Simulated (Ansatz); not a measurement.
# ZnS under pressure: fit and missing row

ZnS, P6_3mc, a = 3.844 Å, c = 6.305 Å. The compound has several low-lying forms, and this is one of them. Ansatz: PBE, PAW, 420 eV, Γ-centred 12×12×6 mesh on 4 atoms, Gaussian smearing 0.02 eV; no spin polarisation. Cell and atoms are relaxed at each pressure, and no other structure is tried; the real crystal is known to change phase within this range, so the rows at high pressure are metastable.

```
V (Å³/atom) P (GPa)
     14.950    39.99
     16.686    20.00
          ?     9.99
     18.940     5.07
     19.641     2.00
     20.170     0.05
     20.817    -1.99
```

Take V0 = 20.170 Å³/atom, count pressures from its P0 = 0.05 GPa, fit the third-order Birch–Murnaghan form to the other rows, and predict the missing volume.

With the Eulerian strain f = ½[(V0/V)^(2/3) − 1] and y = (P − P0)/[3f(1 + 2f)^(5/2)], the form is the line y = B0 + 1.5 B0 (B0′ − 4) f. Rows (f, y): 0.11049, 73.1; 0.06738, 71.9; 0.02142, 70.3; 0.00894, 69.6; -0.01041, 68.8. Means f = 0.03956, y = 70.740; Σ(Δf)² = 0.009569, ΣΔfΔy = 0.3395; the slope is their ratio. y = 69.34 + 35.48 f GPa, so B0 = 69.3 GPa and B0′ = 4 + 2 × (35.48)/(3 × 69.34) = 4.34. P = 9.99 GPa is met at f = 0.03886 (y = 70.72), so V = V0 (1 + 2f)^(−3/2) = 18.028 Å³/atom. The run gave 18.033 Å³/atom, so the fit is 0.005 Å³/atom too low, within twice the rms miss on the fitted rows (0.004 Å³/atom).